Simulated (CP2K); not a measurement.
The system is SiO2.

```
CELL_PARAMETERS angstrom
8.74377 0.00000 0.00000
6.19989 4.61946 0.00000
2.54388 -2.20895 4.05708
ATOMIC_POSITIONS crystal
Si 0.93677 0.93677 0.56323
Si 0.68677 0.68677 0.31323
Si 0.31323 0.31323 0.68677
Si 0.56323 0.56323 0.93677
O 0.06344 0.43656 0.06344
O 0.43656 0.06344 0.43656
O 0.81344 0.18656 0.81344
O 0.18656 0.81344 0.18656
O 0.12500 0.62500 0.62500
O 0.62500 0.62500 0.62500
O 0.62500 0.62500 0.12500
O 0.62500 0.12500 0.62500
```

The cell comes from a database or a generator and needn't be the stable form of this composition.

Base run:

- Program: CP2K 2026.2
- Functional: PBE
- Potentials or basis: GTH_POTENTIALS Si GTH-PBE-q4, O GTH-PBE-q6; DZVP-MOLOPT-SR-GTH basis
- Density cutoff: 9524 eV
- k mesh: 5 × 5 × 5
- Occupations: fermi-dirac, width 0.05 eV
- Spin: no spin polarisation

Its results: band gap on the k mesh 7.05 eV, indirect (least direct gap 7.07 eV); pressure 5.0 GPa; largest force 0.511 eV/Å.

Problem. The run is repeated on the same cell with these changes: potentials or basis from GTH_POTENTIALS Si GTH-PBE-q4, O GTH-PBE-q6; DZVP-MOLOPT-SR-GTH basis to GTH_POTENTIALS Si GTH-PBE-q4, O GTH-PBE-q6; TZVP-MOLOPT-GTH basis; basis sets from Si DZVP-MOLOPT-SR-GTH-q4, O DZVP-MOLOPT-SR-GTH-q6 to Si TZVP-MOLOPT-GTH-q4, O TZVP-MOLOPT-GTH-q6. What comes out?

Solution. Band gap on the k mesh 6.08 eV, direct; pressure 3.9 GPa; largest force 0.299 eV/Å.

Caveats: an odd mesh through Γ misses points on the zone boundary, where band edges often lie; the basis of atomic orbitals isn't converged, which shifts pressures, moduli and gaps.
